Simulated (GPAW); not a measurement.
The system is Bi.

```xyz
1
Lattice="-1.9814 1.9814 1.9814 1.9814 -1.9814 1.9814 1.9814 1.9814 -1.9814" Properties=species:S:1:pos:R:3 pbc="T T T"
Bi    0.0000    0.0000    0.0000
```

This isn't the form of Bi at room conditions, which is rhombohedral.

Program: GPAW 26.7.0. Alike in all runs: cell as given; smearing fermi-dirac 0.05 eV. Hardware: 1 thread of Intel(R) Xeon(R) Platinum 8259CL CPU @ 2.50GHz (Skylake/Cascade Lake) (shared host).

Task: Order these runs on this cell by their wall time, lowest first.
A. task band structure; level r2SCAN; potentials or basis GPAW PAW data sets (gpaw-data 1.2.1), pw; spin SOC, no magnetisation; k mesh 9 × 9 × 9; cutoff (eV) 600; band path GHNGPH,PN; band points 100; spin axis theta (degrees) 0; spin axis phi (degrees) 0
B. task optical spectrum; level LDA; potentials or basis the program's PAW data sets (release 1.2.1) made for this functional, pw; spin off; k mesh 8 × 8 × 8; cutoff (eV) 450; eta 0.1 eV
C. task band structure; level C09-vdW; potentials or basis GPAW PAW data sets (gpaw-data 1.2.1), pw; spin SOC, no magnetisation; k mesh 9 × 9 × 9; cutoff (eV) 600; band path GHNGPH,PN; band points 100; spin axis theta (degrees) 0; spin axis phi (degrees) 0

Result: C (29 s), A (78 s), B (180 s).

Caveats: spin-orbit coupling was added after a scalar SCF, so levels and gaps hold it while energy, forces, pressure and moments don't (some runs); the intraband term hangs on this k mesh (some runs); the long-wavelength limit can be off by a per cent or two (some runs); independent-particle spectra lack excitons (some runs).

Runs at the PBE level aren't shown here.
